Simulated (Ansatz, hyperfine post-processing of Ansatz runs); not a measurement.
# Li2MnSiO4: isotropic lines and sites in a paramagnetic 7Li spectrum

Calculated values: DFT, r2SCAN, plane-wave PAW, default files (PAW set soft_2), collinear spin, scalar-relativistic (Ansatz), contact and point-dipole shifts scaled to 320 K with Θ = 0 K (a pure Curie law); spin-only moments, above the ordering temperature.

```cif
data_structure
_symmetry_space_group_name_H-M 'P 1'
_symmetry_Int_Tables_number 1
_cell_length_a 9.0275
_cell_length_b 4.5137
_cell_length_c 5.3393
_cell_angle_alpha 115.005
_cell_angle_beta 115.005
_cell_angle_gamma 90.000
_cell_volume 174.41
loop_
_atom_site_label
_atom_site_type_symbol
_atom_site_fract_x
_atom_site_fract_y
_atom_site_fract_z
_atom_site_occupancy
Mn1 Mn 0.25000 0.50000 0.00000 1
Mn2 Mn 0.75000 0.50000 0.00000 1
Si3 Si 0.00000 0.00000 0.00000 1
Si4 Si 0.50000 0.00000 0.00000 1
O5 O 0.33886 0.67772 0.77677 1
O6 O 0.83886 0.67772 0.77677 1
O7 O 0.04953 0.09905 0.77677 1
O8 O 0.54953 0.09905 0.77677 1
O9 O 0.16114 0.90095 0.22323 1
O10 O 0.66114 0.90095 0.22323 1
O11 O 0.45047 0.32228 0.22323 1
O12 O 0.95047 0.32228 0.22323 1
Li13 Li 0.12500 0.75000 0.50000 1
Li14 Li 0.62500 0.75000 0.50000 1
Li15 Li 0.37500 0.25000 0.50000 1
Li16 Li 0.87500 0.25000 0.50000 1
```

7Li MAS at 9.4 T (155.6 MHz), 30 kHz, 320 K; contact and dipolar shift alone, no orbital or quadrupolar part; lines under 1.5 % of the strongest are left out. Lines of the NMR spectrum (strongest = 100):

```csv
position (ppm),intensity
-1224.0,4.0
-1031.2,23
-838.3,96
-645.5,100
-452.6,52
-259.7,11
-66.9,56
126.0,34
318.8,24
511.7,8.4
704.6,2.7
```

Q: Find the isotropic shifts among the lines and assign them to the Li sites.

Sidebands are spaced by 193 ppm (the spinning rate over the resonance of 155.6 MHz). An isotropic line need not be the tallest: it is the area-weighted centre of its own family of sidebands, and the one that stays put when the rate is changed. Isotropic shifts: -453 ppm for atom 13 and the 3 atoms equivalent to it (4 Mn through links of 99° (4)), reduced anisotropy 962 ppm.

[Logs are printed without paths, hosts, clocks, repeated set-up lines and the standing remarks that a program may print on its own settings, such as how far it seeks lower states.]

[Hosts, paths, dates, database ids (printed as entryN), source tags and the programs' standing remarks are cut or masked in the printed files.]
